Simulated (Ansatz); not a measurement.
An input for Ansatz 0.2.0 (SrO):

Contents of input.yaml:

```yaml
crystal:
  lattice:
    - [0.0, 2.5663, 2.5663]
    - [2.5663, 0.0, 2.5663]
    - [2.5663, 2.5663, 0.0]
  atoms:
    - { symbol: Sr, position: [0.5, 0.5, 0.5] }
    - { symbol: O, position: [0.0, 0.0, 0.0] }
kpoints:
  mp_grid: { grid: [6, 6, 6] }
scf:
  occupations: { method: fermi_dirac, width: 0.05 }
hamiltonian:
  xc: hse06
  pseudopotentials: { kind: all_electron, datasets: crystal }
output:
  forces: true
  stress: true
  eigenvalues: true
```

Potentials or basis: all-electron PAW datasets made for the crystal.

Launch:

```console
$ ansatz run input.yaml --threads 1 --pin off --max-ram 3072MiB --backend cpu --events-out ev --progress --plain --runs-dir out
```

Question: What does the program do with it?

Answer: The run stopped without a result. It printed:

Output:

```text
Error: hamiltonian.pseudopotentials.datasets: crystal, beside a feature not held to (output.eigenvalues: true / output.band_residual_tolerance) — the datasets of this kind: all_electron run are made for its crystal, and no such run has been held to what stands beside, or a reason given rules it out; change each as told or leave it out, or set another kind (and leave the keys of all_electron out)
```
